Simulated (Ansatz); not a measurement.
## Ansatz run on LiF

System: LiF (rock salt type), 2 atoms in the cell.

Ansatz input (lattice in Å, positions in fractions of it)
```yaml
crystal:
  lattice:
    - [0, 2.035, 2.035]
    - [2.035, 0, 2.035]
    - [2.035, 2.035, 0]
  atoms:
    - { symbol: Li, position: [0, 0, 0] }
    - { symbol: F, position: [0.5, 0.5, 0.5] }
kpoints:
  mp_grid: { grid: [8, 8, 8] }
hamiltonian:
  xc: pbe
  pseudopotentials: { kind: paw, source: ansatz }
scf:
  occupations: { method: fermi_dirac, width: 0.1 }
  convergence: { dr2_threshold: "1e-10 eV" }
  max_iter: 300
  n_bands: 21
output:
  forces: true
  stress: true
  eigenvalues: true
```

Computed with PBE, plane waves, PAW datasets (earlier set, tuned by hand) (Ansatz 0.2.0 development build).

Output, in brief

```yaml
Plane-wave_cutoff_used: 1050 eV
Pressure: -0.19 GPa
Valence_electrons: 10
Irreducible_k-points: 29
CPU_time: of the order of 2 core-seconds on a shared host
```

Stress tensor in GPa, compression positive:
```
-0.19  0.00  0.00
 0.00 -0.19  0.00
 0.00  0.00 -0.19
```

The stress includes the program's correction for the finite plane-wave basis.
